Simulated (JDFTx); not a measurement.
Crystal: TiB2.

```
CELL_PARAMETERS angstrom
3.02920 0.00000 0.00000
-1.51460 2.62336 0.00000
0.00000 0.00000 3.22840
ATOMIC_POSITIONS crystal
Ti 0.00000 0.00000 0.00000
B 0.66667 0.33333 0.50000
B 0.33333 0.66667 0.50000
```

```yaml
Program: JDFTx 1.7.0 (patched build)
Task: relaxation of cell and atoms
Functional: PBE
Dispersion: D3(BJ)
Potentials_or_basis: PseudoDojo-SR-PBE-0.5-standard with smoothed tails
Cutoff: 1143 eV
Density_cutoff: 9143 eV
k_mesh: 10 × 10 × 8
Occupations: fermi-dirac, width 0.05 eV
Spin: no spin polarisation
```

At the start: pressure -7.9 GPa; volume 8.55 Å³/atom.

Where does the relaxation end?

Over 7 steps the energy falls by 6.7 meV/atom and the volume is 8.29 Å³/atom (-3.1 %); space group P6/mmm (No. 191, to 0.05 Å).

The path:
| step | energy change (eV) | largest force (eV/Å) | pressure (GPa) | volume (Å³) |
| --- | --- | --- | --- | --- |
| 1 | 0.0000 | 0.0000 | -7.85 | 25.66 |
| 2 | -0.0052 | 0.0000 | -6.78 | 25.54 |
| 3 | -0.0197 | 0.0000 | -0.06 | 24.88 |
| 4 | -0.0199 | 0.0000 | -0.07 | 24.87 |
| 5 | -0.0200 | 0.0000 | 0.00 | 24.86 |
| 6 | -0.0200 | 0.0000 | 0.00 | 24.86 |
| 7 | -0.0200 | 0.0000 | 0.00 | 24.86 |

Final structure:
```yaml
crystal:
  lattice:
    - [3.00186, 0.00000, 0.00000]
    - [-1.50093, 2.59969, 0.00000]
    - [0.00000, 0.00000, 3.18572]
  atoms:
    - { symbol: Ti, position: [0.00000, 0.00000, 0.00000] }
    - { symbol: B, position: [0.66667, 0.33333, 0.50000] }
    - { symbol: B, position: [0.33333, 0.66667, 0.50000] }
```

Caveat: pairwise dispersion overbinds metals, which lowers pressure and volume.
